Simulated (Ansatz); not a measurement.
# Course of a relaxation: SiO₂

The guess for SiO₂ was made by a generator: ordered vacancies on the cation sites of rock salt (R-3m, No. 166) (occupants of the shared sites, in ratio, Si: 1, vacant: 1). Its size is a rough estimate.

```
Si O
1.0
     1.34115    0.77431    4.38018
    -1.34115    0.77431    4.38018
     0.00000   -1.54863    4.38018
Si O
1 2
Direct
  0.00000 0.00000 0.00000
  0.25000 0.25000 0.25000
  0.75000 0.75000 0.75000
```

The calculation used DFT PBE, scalar-relativistic, plane waves, PAW (Ansatz). Cutoff 420 eV, Gaussian smearing, Γ-centred meshes. Cell and atoms relax first on a coarse mesh and then on a converged one. In between, the cell is made exact in the group found at 0.06 Å. The steps can't lower the symmetry of their start. No spin polarisation.

Steps on the 6×6×6 mesh (3 atoms, 15 steps). The free energy counts from the last step; the plane-wave basis is renewed at times, which shifts energy and pressure.

| step | ΔF (meV/atom) | V (Å³/atom) | P (GPa) | largest force component (eV/Å) |
| --- | --- | --- | --- | --- |
| 1 | 318.2 | 9.10 | -16.84 | 4.537 |
| 2 | 67.6 | 10.22 | -16.89 | 1.162 |
| 3 | 22.9 | 9.77 | 6.34 | 0.797 |
| 4 | 15.5 | 9.77 | -0.62 | 0.094 |
| 5 | 15.7 | 9.89 | -0.42 | 0.014 |
| 6 | 15.5 | 9.84 | 0.11 | 0.006 |
| 7 | 7.1 | 9.84 | 1.38 | 0.014 |
| 8 | 6.0 | 10.08 | 0.67 | 0.006 |
| 9 | 6.8 | 10.36 | 0.22 | 0.026 |
| 10 | 2.1 | 10.36 | 0.52 | 0.031 |
| 11 | 2.4 | 10.59 | 0.20 | 0.013 |
| 12 | 3.1 | 10.72 | 0.05 | 0.008 |
| 13 | 0.5 | 10.72 | 0.20 | 0.011 |
| 14 | 1.1 | 10.91 | 0.05 | 0.000 |
| 15 | 0.0 | 10.91 | 0.11 | 0.001 |

The relaxed structure, after a last relaxation on the converged mesh:

```
Si O
1.0
     1.34931    0.77902    5.45643
    -1.34931    0.77902    5.45643
     0.00000   -1.55804    5.45643
Si O
1 2
Direct
  0.00000 0.00000 0.00000
  0.27740 0.27740 0.27740
  0.72260 0.72260 0.72260
```

The symmetry stays R-3m (No. 166). The end has the cadmium chloride type. The volume per atom grows by 26.1 %, from 9.1 to 11.5 Å³. The shortest distance goes from 1.90 Å (Si–O) to 1.81 Å (Si–O). The ratio c/a of the conventional cell changes by a factor of 1.24. The energy falls by about 0.32 eV/atom (the start's value is from the coarse mesh). Around Si lie 6 O at 1.81 Å; around O lie 3 Si at 1.81 Å.

```json
{
 "Volume per atom": "11.5 Å³",
 "Density": "2.9 g/cm³",
 "Formation energy": "−2.469 eV/atom",
 "Gap on the 12×12×12 mesh of the 3-atom cell": "6.25 eV"
}
```

The zero of energy is the elements' standard structures at the same level (O₂ as a molecule); no fitted shifts are applied.

The last run used Gaussian smearing of 0.02 eV. No dispersion correction is applied, so the spacing and binding between layers, chains or molecules are poorly described. Kohn–Sham gaps at this level usually fall short of measured ones. Symmetry constrained the relaxation, so the result can be a saddle point. In all, the 3 runs took 58 s on 1 thread of Intel(R) Xeon(R) 6975P-C (Granite Rapids) (shared host).
